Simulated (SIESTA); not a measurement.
**Na in SIESTA: convergence with vacuum**

Input of the first run (vacuum 6); the others differ in this setting and in those tied to it:

Na.fdf

```
SystemName                      Na
SystemLabel                     Na
NumberOfSpecies                 1
NumberOfAtoms                   5
%block ChemicalSpeciesLabel
  1  11 Na
%endblock ChemicalSpeciesLabel

LatticeConstant                 1.0 Ang
%block LatticeVectors
     3.7670009976     0.0000000000     0.0000000000
    -1.8835004988     3.2623185600     0.0000000000
     0.0000000000     0.0000000000    18.3080000000
%endblock LatticeVectors
AtomicCoordinatesFormat         Fractional
%block AtomicCoordinatesAndAtomicSpecies
     0.6666666667     0.3333333334     0.1638627922  1  Na
     0.3333333333     0.6666666666     0.3319313961  1  Na
     0.6666666667     0.3333333334     0.5000000000  1  Na
     0.3333333333     0.6666666666     0.6680686039  1  Na
     0.6666666667     0.3333333334     0.8361372078  1  Na
%endblock AtomicCoordinatesAndAtomicSpecies

%block kgrid.MonkhorstPack
    6   0   0  0.0
    0   6   0  0.0
    0   0   1  0.0
%endblock kgrid.MonkhorstPack
XC.Functional                   GGA
XC.Authors                      PBE
PAO.BasisSize                   DZP
PAO.EnergyShift                 0.003 Ry
Mesh.Cutoff                     800 Ry
OccupationFunction              FD
ElectronicTemperature           0.05 eV
Slab.DipoleCorrection           vacuum
MaxSCFIterations                120
SCF.MustConverge                false
SCF.Mixer.Method                Pulay
SCF.Mixer.Weight                0.25
SCF.Mixer.History               8
SCF.DM.Tolerance                5.0e-05
SCF.H.Tolerance                 1.0e-03 eV
WriteForces                     true
Charge.Mulliken                 end
%block PAO.Basis
  Na 4
  n=2 0 2
    2.919 0.000
  n=3 0 2
    9.500 0.000
  n=2 1 2
    3.442 0.000
  n=3 1 1
    9.500
%endblock PAO.Basis
```

Potentials or basis: PseudoDojo 0.4 standard (PBE files), DZP (energy shift 0.003 Ry; two zetas on semicore shells).

Command:

```sh
$ siesta Na.fdf > Na.out 2>&1
```

The slab is cut from a database's or a generator's crystal, which needn't be the stable form of the element.

Hardware: 1 thread of Arm Neoverse V2, on a shared host.

| vacuum | energy less the tightest run, at zero smearing (meV/atom) | largest force (eV/Å) | SCF cycles | CPU time (s) | peak memory (GiB) |
| --- | --- | --- | --- | --- | --- |
| 6 | -10.63 | 0.056 | 11 | 56 | 0.55 |
| 8 | 0.24 | 0.030 | 10 | 54 | 0.57 |
| 10 | -0.05 | 0.040 | 11 | 56 | 0.56 |
| 12 | 0.03 | 0.046 | 11 | 58 | 0.59 |
| 15 | -0.02 | 0.047 | 10 | 54 | 0.6 |
| 20 | 0.00 | 0.037 | 11 | 59 | 0.63 |

Against the tightest run, the energy stays within 1 meV/atom from 8 on. Not settled before the last step: the largest force (to 0.005 eV/Å). The tightest run that finished is the yardstick and may itself not be fully converged.
